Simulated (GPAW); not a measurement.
Crystal: Ni.

```
CELL_PARAMETERS angstrom
0.00000 1.73757 1.73757
1.73757 0.00000 1.73757
1.73757 1.73757 0.00000
ATOMIC_POSITIONS crystal
Ni 0.00000 0.00000 0.00000
```

Program: GPAW 26.7.0. Alike in all runs: spin collinear, ferromagnetic start; cell as given; cutoff (eV) 600.

Question: Order these runs on this cell by their pressure, lowest first.
A. level PBE; potentials or basis GPAW PAW data sets (gpaw-data 1.2.1), pw; k mesh 13 × 13 × 13; smearing gaussian 0.026 eV
B. level r2SCAN; potentials or basis GPAW PAW data sets (gpaw-data 1.2.1), pw; k mesh 13 × 13 × 13; smearing fermi-dirac 0.05 eV; band path GXWKGLUWLK,UX; band points 80
C. level LDA; potentials or basis the program's PAW data sets (release 1.2.1) made for this functional, pw; k mesh 11 × 11 × 11; smearing fermi-dirac 0.05 eV; band path GXWKGLUWLK,UX; band points 80
D. level RPBE; potentials or basis the program's PAW data sets (release 1.2.1) made for this functional, pw; k mesh 13 × 13 × 13; smearing fermi-dirac 0.05 eV; band path GXWKGLUWLK,UX; band points 60

Answer: C (-8.5 GPa), B (4.1 GPa), A (10.5 GPa), D (17.1 GPa).

Caveats: the stock nickel data set gives pressures a few GPa off other programs; so large a pressure means that the cell lies far from this level's equilibrium, or that cutoff or potentials fall short (some runs); the PAW data sets were made with another functional, which shifts forces and pressure a little (some runs).

Not every run made on this cell is shown here.
